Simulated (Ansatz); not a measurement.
Ga2O3:

```xyz
10
Lattice="6.1070 -1.5186 0.0000 6.1070 1.5186 0.0000 -1.3860 0.0000 5.6300" Properties=species:S:1:pos:R:3 pbc="T T T"
Ga    3.2184    0.0000    3.8621
Ga    7.6096    0.0000    1.7679
Ga   10.8240    0.0000    1.1564
Ga    0.0041    0.0000    4.4736
O     5.1267    0.0000    4.1853
O     5.7013    0.0000    1.4447
O     9.4919    0.0000    2.4592
O     1.3361    0.0000    3.1708
O     8.9710    0.0000    5.0118
O     1.8570    0.0000    0.6182
```

- Program: Ansatz 0.2.0
- Task: relaxation of cell and atoms
- Functional: BLYP
- Dispersion: D3(BJ)
- Potentials or basis: Ansatz PAW
- Cutoff: 420 eV (not typed: the program's choice for these potentials)
- k mesh: 9 × 9 × 5
- Occupations: fermi-dirac, width 0.05 eV
- Spin: no spin polarisation

At the start: volume 10.44 Å³/atom.

**Question.** Where does the relaxation end?

**Answer.** It ends after 8 steps and the volume is 10.84 Å³/atom (+3.8 %); space group C2/m (No. 12, to 0.05 Å).

Step by step:
| step | energy change (eV) | largest force (eV/Å) | volume (Å³) |
| --- | --- | --- | --- |
| 1 | 0.0000 | 0.2728 | 104.42 |
| 2 | -0.0629 | 0.1361 | 106.66 |
| 3 | -0.0712 | 0.0234 | 108.13 |
| 4 | -0.0712 | 0.0163 | 108.18 |
| 5 | -0.0714 | 0.0042 | 108.15 |
| 6 | -0.0968 | 0.0036 | 108.15 |
| 7 | -0.0958 | 0.0015 | 108.38 |
| 8 | -0.0972 | 0.0014 | 108.38 |

Final structure:
```cif
data_structure
_symmetry_space_group_name_H-M 'P 1'
_symmetry_Int_Tables_number 1
_cell_length_a 6.3757
_cell_length_b 6.3757
_cell_length_c 5.8624
_cell_angle_alpha 103.278
_cell_angle_beta 103.278
_cell_angle_gamma 27.911
_cell_volume 108.38
loop_
_atom_site_label
_atom_site_type_symbol
_atom_site_fract_x
_atom_site_fract_y
_atom_site_fract_z
_atom_site_occupancy
Ga1 Ga 0.34108 0.34108 0.68759 1
Ga2 Ga 0.65892 0.65892 0.31241 1
Ga3 Ga 0.90964 0.90964 0.20577 1
Ga4 Ga 0.09036 0.09036 0.79423 1
O1 O 0.50367 0.50367 0.74426 1
O2 O 0.49633 0.49633 0.25574 1
O3 O 0.82677 0.82677 0.43695 1
O4 O 0.17323 0.17323 0.56305 1
O5 O 0.83462 0.83462 0.89216 1
O6 O 0.16538 0.16538 0.10784 1
```

Caveat: the plane-wave basis is chosen anew once the cell has moved, so the energies of steps on either side of that aren't comparable; the pressure holds a Pulay correction of +0.9 GPa for the finite cutoff; the PAW data sets come from PBE, with cores solved anew for the run's functional, which leaves a small shift of forces and pressure.
